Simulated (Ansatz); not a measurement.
## BN: ideal shear of a crystal plane

Level of theory: DFT PBE, scalar-relativistic, plane waves, PAW in Ansatz 0.2.0. Cutoff 420 eV, Γ-centred 10×10×2 k-points, Gaussian smearing of 0.05 eV. No spin polarisation. Energies are free energies at this smearing, counted from the undisturbed cell; pressure is positive in compression.

The undisturbed cell (relaxed at this level; this wurtzite form isn't the usual structure):

```
B N
1.0
    -2.55458    0.00000    0.00000
    -1.27729   -2.21233    0.00000
     0.00000    0.00000   12.67354
B N
6 6
Cartesian
  -2.5546 -1.4749 2.9037
  -2.5546 -1.4749 7.1283
  -2.5546 -1.4749 11.3528
  -1.2773 -0.7374 0.7915
  -1.2773 -0.7374 5.0160
  -1.2773 -0.7374 9.2405
  -2.5546 -1.4749 1.3212
  -2.5546 -1.4749 5.5457
  -2.5546 -1.4749 9.7702
  -1.2773 -0.7374 11.8825
  -1.2773 -0.7374 3.4334
  -1.2773 -0.7374 7.6580
```

The cut lies on the cell's a–b face, a (0 0 1) plane (indices in the standard cell, whose axes needn't be the Cartesian ones shown) of area 5.65 Å², between layers 1.58 Å apart. Vector c is tilted by f times 1·a + 0·b (length 2.555 Å) with the atoms' Cartesian places fixed: one unrelaxed fault a cell. The traction is dγ/du, the slope of γ against the slip u in Å. Some rows repeat others by symmetry and weren't run.

```csv
f,γ (mJ/m²),traction (GPa)
0.0000,0,0.0
0.1000,534,41.6
0.2000,2085,78.2
0.3000,4383,97.1
0.4000,6713,76.7
0.5000,7796,0.0
0.6000,6713,-76.7
0.7000,4383,-97.1
0.8000,2085,-78.2
0.9000,534,-41.6
```

Problem. Read off the first barrier and the stress needed to climb it, and compare with Frenkel's sinusoid.

Solution. The first sampled maximum lies at f = 0.500, a slip of 1.28 Å, with γ ≈ 7796 mJ/m², which stands in for the unstable fault energy γ_us, and the steepest sampled slope before it is 97.1 GPa. A sinusoid γ = γ_us sin²(πu/λ) with its maximum there has λ = 2.55 Å and a largest slope πγ_us/λ = 95.9 GPa (1 mJ/m² per Å = 0.01 GPa). The stand-in is too high: the stress and forces give a traction of 36.2 GPa across the line at this point, so it is no saddle, and slip that bends off the line crosses lower.

Problem. Is there a metastable fault on this line?

Solution. Apart from points where γ returns to about zero, no local minimum shows among the samples, so at this sampling the line offers no fault for a dislocation to split on; a fault can still lie off the line.

The cut is rigid; relaxing the faces lowers these energies and usually the stresses.

Cost: 6 runs of about 2.2 core-minutes in all, on Intel Xeon Platinum 8259CL (Skylake/Cascade Lake) (shared hosts).